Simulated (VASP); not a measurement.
# AgBr: single point with PBEsol

AgBr:

```xyz
2
Lattice="0.0000 2.8861 2.8861 2.8861 0.0000 2.8861 2.8861 2.8861 0.0000" Properties=species:S:1:pos:R:3 pbc="T T T"
Ag    2.8861    2.8861    2.8861
Br    0.0000    0.0000    0.0000
```

| Item | Value |
| --- | --- |
| Program | VASP 6.6.1 |
| Task | single point |
| Functional | PBEsol |
| Potentials or basis | VASP PAW PBE potentials, release 64 (Ag, Br) |
| Cutoff | 520 eV |
| k mesh | 6 × 6 × 6 |
| Occupations | gaussian, width 0.1 eV |
| Spin | no spin polarisation |

The pressure is -2.4 GPa and the band gap on the k mesh is 0.51 eV, indirect (least direct gap 2.40 eV).

Levels at points of the mesh, in eV from the valence-band top:
| k point | band 5 | band 6 | band 7 | band 8 | band 9 | band 10 | band 11 | band 12 | band 13 | band 14 |
| --- | --- | --- | --- | --- | --- | --- | --- | --- | --- | --- |
| (0.00, 0.00, 0.00) | -2.75 | -2.75 | -1.89 | -1.89 | -1.89 | 0.51 | 9.81 | 9.81 | 9.81 | 10.92 |
| (0.50, 0.00, 0.00) | -2.45 | -2.45 | -2.12 | 0.00 | 0.00 | 3.59 | 6.41 | 6.67 | 6.67 | 11.99 |
| (0.50, 0.50, 0.00) | -2.79 | -2.59 | -2.35 | -2.35 | -2.26 | 1.50 | 6.93 | 8.84 | 10.82 | 10.82 |

Wall time 25 s on 1 thread of Intel(R) Xeon(R) Platinum 8375C CPU @ 2.90GHz (Ice Lake) (shared host), peak memory 0.17 GiB.

Caveat: the PAW data sets were made with another functional, which shifts forces and pressure a little. A k mesh can miss the band edges.
